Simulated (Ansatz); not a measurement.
# HRu12: the cost of one run

All numbers below are computed with Ansatz 0.2.0 (DFT PBE+D3(BJ), plane waves, PAW, scalar-relativistic, no spin polarisation).

## Step 1: The starting structure

The cell holds 13 atoms (HRu12): a = 5.400 Å, b = 8.100 Å, c = 4.277 Å, α = 90.00°, β = 90.00°, γ = 120.00°.

As a file:

```
Ru H
1.0
     5.40000    0.00000    0.00000
    -4.05000    7.01481    0.00000
     0.00000    0.00000    4.27680
Ru H
12 1
Direct
  0.00000 0.00000 0.00000
  0.16667 0.22222 0.50000
  0.00000 0.33333 0.00000
  0.16667 0.55556 0.50000
  0.00000 0.66667 0.00000
  0.16667 0.88889 0.50000
  0.50000 0.00000 0.00000
  0.66667 0.22222 0.50000
  0.50000 0.33333 0.00000
  0.66667 0.55556 0.50000
  0.50000 0.66667 0.00000
  0.66667 0.88889 0.50000
  0.66859 0.55296 0.90032
```

## Step 2: Relaxing the start

input.yaml reads:

```yaml
crystal:
  lattice:
    - [5.4, 0.0, 0.0]
    - [-4.05, 7.014806, 0.0]
    - [0.0, 0.0, 4.2768]
  atoms:
    - { symbol: Ru, position: [0.0, 0.0, 0.0] }
    - { symbol: Ru, position: [0.1666667, 0.2222222, 0.5] }
    - { symbol: Ru, position: [0.0, 0.3333333, 0.0] }
    - { symbol: Ru, position: [0.1666667, 0.5555556, 0.5] }
    - { symbol: Ru, position: [0.0, 0.6666667, 0.0] }
    - { symbol: Ru, position: [0.1666667, 0.8888889, 0.5] }
    - { symbol: Ru, position: [0.5, 0.0, 0.0] }
    - { symbol: Ru, position: [0.6666667, 0.2222222, 0.5] }
    - { symbol: Ru, position: [0.5, 0.3333333, 0.0] }
    - { symbol: Ru, position: [0.6666667, 0.5555556, 0.5] }
    - { symbol: Ru, position: [0.5, 0.6666667, 0.0] }
    - { symbol: Ru, position: [0.6666667, 0.8888889, 0.5] }
    - { symbol: H, position: [0.668587, 0.5529624, 0.9003243] }
basis:
  ecutwfc: 420.0
kpoints:
  mp_grid: { grid: [2, 2, 3] }
hamiltonian:
  xc: pbe
  dispersion: d3bj
scf:
  occupations: { method: fermi_dirac, width: 0.1 }
  lower_state_search: "off"
relax:
  f_tol: 0.08
  max_steps: 25
  adjacent_minimum: "off"
```

Launch:

```sh
> ansatz run input.yaml --threads 2 --pin off --max-ram 5120MiB --backend cpu --events-out ev --progress --plain --runs-dir out
```

What time and memory should one allow on 2 threads of AMD EPYC 7R13 (Zen 3), shared host?

About 13 s, with a peak of 0.57 GiB.
